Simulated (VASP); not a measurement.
The system is ZrSe2.

```
CELL_PARAMETERS angstrom
3.79800 0.00000 0.00000
-1.89900 3.28916 0.00000
0.00000 0.00000 6.19200
ATOMIC_POSITIONS crystal
Zr 0.00000 0.00000 0.00000
Se 0.33333 0.66667 0.25000
Se 0.66667 0.33333 0.75000
```

```yaml
Program: VASP 6.6.1
Task: relaxation of cell and atoms
Functional: rev-vdW-DF2
Potentials_or_basis: VASP PAW PBE potentials, release 64 (Zr_sv, Se)
Cutoff: 600 eV
k_mesh: 9 × 9 × 5
Occupations: gaussian, width 0.03 eV
Spin: no spin polarisation
```

At the start: pressure 0.6 GPa; volume 25.78 Å³/atom.

**Question.** How do energy, volume and symmetry change on relaxing?

**Answer.** Over 18 steps the energy falls by 5.8 meV/atom and the volume is 25.18 Å³/atom (-2.4 %); space group P-3m1 (No. 164, to 0.05 Å).

The path:
| step | energy change (eV) | largest force (eV/Å) | pressure (GPa) | volume (Å³) |
| --- | --- | --- | --- | --- |
| 1 | 0.0000 | 0.3553 | 0.63 | 77.35 |
| 2 | -0.0072 | 0.0180 | -1.21 | 78.48 |
| 3 | -0.0082 | 0.0757 | -0.76 | 78.19 |
| 4 | -0.0133 | 0.0578 | -0.26 | 77.29 |
| 5 | -0.0136 | 0.0517 | -0.09 | 77.02 |
| 6 | -0.0144 | 0.0635 | 0.00 | 76.79 |
| 7 | -0.0159 | 0.0970 | 0.29 | 76.08 |
| 8 | -0.0141 | 0.1614 | 0.94 | 74.67 |
| 9 | -0.0161 | 0.1163 | 0.46 | 75.72 |
| 10 | -0.0164 | 0.1030 | 0.39 | 75.71 |
| 11 | -0.0171 | 0.0624 | 0.17 | 75.68 |
| 12 | -0.0170 | 0.0172 | -0.24 | 75.60 |
| 13 | -0.0173 | 0.0278 | -0.02 | 75.64 |
| 14 | -0.0173 | 0.0251 | -0.03 | 75.64 |
| 15 | -0.0173 | 0.0214 | -0.03 | 75.63 |
| 16 | -0.0175 | 0.0119 | -0.03 | 75.59 |
| 17 | -0.0175 | 0.0081 | -0.04 | 75.51 |
| 18 | -0.0175 | 0.0033 | -0.02 | 75.53 |

Final structure:
```
Zr Se
1.0
     3.76695    0.00000    0.00000
    -1.88347    3.26227    0.00000
     0.00000    0.00000    6.14632
Zr Se
1 2
Direct
  0.00000 0.00000 0.00000
  0.33333 0.66667 0.25945
  0.66667 0.33333 0.74055
```

Caveat: the PAW data sets were made with another functional, which shifts forces and pressure a little.
